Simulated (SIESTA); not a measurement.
Crystal: SiC (Moissanite 6H).

```
Si C
1.0
     3.09500    0.00000    0.00000
    -1.54750    2.68035    0.00000
     0.00000    0.00000   15.17000
Si C
6 6
Cartesian
  1.5475 0.8934 6.9524
  0.0000 1.7869 14.5374
  1.5475 0.8934 12.0101
  0.0000 1.7869 4.4251
  0.0000 0.0000 9.4812
  0.0000 0.0000 1.8962
  1.5475 0.8934 5.0562
  0.0000 1.7869 12.6412
  1.5475 0.8934 10.1138
  0.0000 1.7869 2.5288
  0.0000 0.0000 7.5850
  0.0000 0.0000 0.0000
```

Base run:

```yaml
Program: SIESTA 5.4.2
Functional: PBE
Potentials_or_basis: PseudoDojo 0.4 standard (PBE files)
Basis: TZ (energy shift 0.002 Ry)
Grid_cutoff: 500 Ry
Energy_shift: 0.002 Ry
k_mesh: 10 × 10 × 2
Occupations: fermi-dirac, width 0.05 eV
Spin: no spin polarisation
```

Its results: band gap on the k mesh 2.27 eV, indirect (least direct gap 3.73 eV); pressure 10.1 GPa; largest force 0.095 eV/Å.

Task: The run is repeated on the same cell with these changes: basis from TZ (energy shift 0.002 Ry) to SZ (energy shift 0.002 Ry). What comes out?

Result: Band gap on the k mesh 4.39 eV, indirect (least direct gap 5.95 eV); pressure 22.7 GPa; largest force 0.132 eV/Å.

Caveats: the basis has no polarisation orbitals; the basis of atomic orbitals isn't converged, which shifts pressures, moduli and gaps; so large a pressure means that the cell lies far from this level's equilibrium, or that cutoff or potentials fall short (some runs).

Not every run made on this cell is shown here.
